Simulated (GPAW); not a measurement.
Runs of GPAW 26.7.0 on Ag. The structure is cubic, space group Fm-3m (No. 225). The conventional cell has a = 4.085 Å, b = 4.085 Å, c = 4.085 Å, α = 90.00°, β = 90.00°, γ = 90.00°. Ag (site symmetry m-3m) is surrounded by 12 Ag at 2.89 Å. 

| level | potentials or basis | spin | k mesh | band points | eigensolver | spin axis theta (degrees) | spin axis phi (degrees) | pressure (GPa) |
| --- | --- | --- | --- | --- | --- | --- | --- | --- |
| LDA | the program's PAW data sets (release 1.2.1) made for this functional, pw | off | 11 × 11 × 11 | 100 | - | - | - | -7.6 |
| BLYP | PAW data sets generated in the run's folder for this functional, pw | SOC, no magnetisation | 11 × 11 × 11 | 60 | davidson | 54.7 | 45 | 11.9 |
| r2SCAN | GPAW PAW data sets (gpaw-data 1.2.1), pw | off | 11 × 11 × 11 | 60 | - | - | - | (b) |
| r2SCAN | GPAW PAW data sets (gpaw-data 1.2.1), pw | SOC, no magnetisation | 8 × 8 × 8 | 60 | - | 0 | 0 | (a) |
| revPBE | the program's PAW data sets (release 1.2.1) made for this functional, pw | off | 11 × 11 × 11 | 100 | - | - | - | 7.3 |

Alike in all rows: task band structure; cell as given; cutoff (eV) 600; smearing fermi-dirac 0.05 eV.

Task: Fill in the values left out.

Result: (a) 2.6; (b) 1.7.

Caveats: spin-orbit coupling was added after a scalar SCF, so levels and gaps hold it while energy, forces, pressure and moments don't (some runs); the PAW data sets were made with another functional, which shifts forces and pressure a little (some runs).

Runs at the PBE level aren't shown here.
